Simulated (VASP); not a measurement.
Crystal: KI.

```
K I
1.0
     0.00000    3.50812    3.50812
     3.50812    0.00000    3.50812
     3.50812    3.50812    0.00000
K I
1 1
Direct
  0.00000 0.00000 0.00000
  0.50000 0.50000 0.50000
```

Base run:

```yaml
Program: VASP 6.6.1
Functional: HSE06
Potentials_or_basis: VASP PAW PBE potentials, release 64 (K_sv, I)
Cutoff: 520 eV
k_mesh: 4 × 4 × 4
Occupations: gaussian, width 0.03 eV
Spin: no spin polarisation
```

Its results: band gap on the k mesh 5.03 eV, direct; pressure 0.7 GPa.

Q: The run is repeated on the same cell with these changes: functional from HSE06 to PBE0. What comes out?

A: Band gap on the k mesh 5.70 eV, direct; pressure 0.7 GPa.

Caveats: the PAW data sets were made with another functional, which shifts forces and pressure a little; spin-orbit coupling is left out, which moves the levels of the heavy elements.
